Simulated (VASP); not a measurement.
A run of VASP 6.6.1 is set up as follows.

File INCAR:

```
SYSTEM = CdTe
PREC     = Accurate       ! precision mode
ENCUT    = 520            ! plane-wave cutoff, eV
EDIFF    = 1E-7           ! SCF threshold, eV
ISMEAR   = 0              ! smearing method
SIGMA    = 0.02           ! smearing width, eV
LREAL    = .False.        ! projectors in reciprocal space
LASPH    = .True.         ! aspherical terms in the spheres
NELM     = 80             ! most SCF steps
ALGO     = Normal         ! electronic algorithm
ISIF     = 3              ! what is computed and relaxed
LWAVE    = .False.        ! write WAVECAR
LCHARG   = .False.        ! write CHGCAR
GGA      = PE             ! functional
IBRION   = 2              ! ionic algorithm
NSW      = 80             ! ionic steps
EDIFFG   = -0.002         ! ionic threshold
```

KPOINTS

```
regular mesh
0
Gamma
  12 12 12
  0 0 0
```

Contents of POSCAR:

```
CdTe                                    
1.0
   -0.0000000000      3.3118833249      3.3118833249
    3.3118833249     -0.0000000000      3.3118833249
    3.3118833249      3.3118833249      0.0000000000
  Cd              Te            
     1     1
Direct
     0.0000000000000000    0.0000000000000000    0.0000000000000000
     0.2500000000000000    0.2500000000000000    0.2500000000000000
```

Potentials or basis: VASP PAW PBE potentials, release 64 (Cd, Te).

Launch:

```console
$ cat potpaw_PBE.64/Cd/POTCAR potpaw_PBE.64/Te/POTCAR > POTCAR
$ mpirun -np 1 vasp_std > vasp.out
```

Question: Predict the band gap on the k mesh.

Answer: 0.57 eV, direct.

Question: Predict the relaxed cell.

Answer: a = 4.685 Å, b = 4.685 Å, c = 4.685 Å, α = 60.00°, β = 60.00°, γ = 60.00°.

Final structure:
```yaml
crystal:
  lattice:
    - [0.00000, 3.31245, 3.31245]
    - [3.31245, 0.00000, 3.31245]
    - [3.31245, 3.31245, 0.00000]
  atoms:
    - { symbol: Cd, position: [0.00000, 0.00000, 0.00000] }
    - { symbol: Te, position: [0.25000, 0.25000, 0.25000] }
```

Caveat: spin-orbit coupling is left out, which moves the levels of the heavy elements. A hybrid or GW would open this gap; PBE tends to underestimate it.
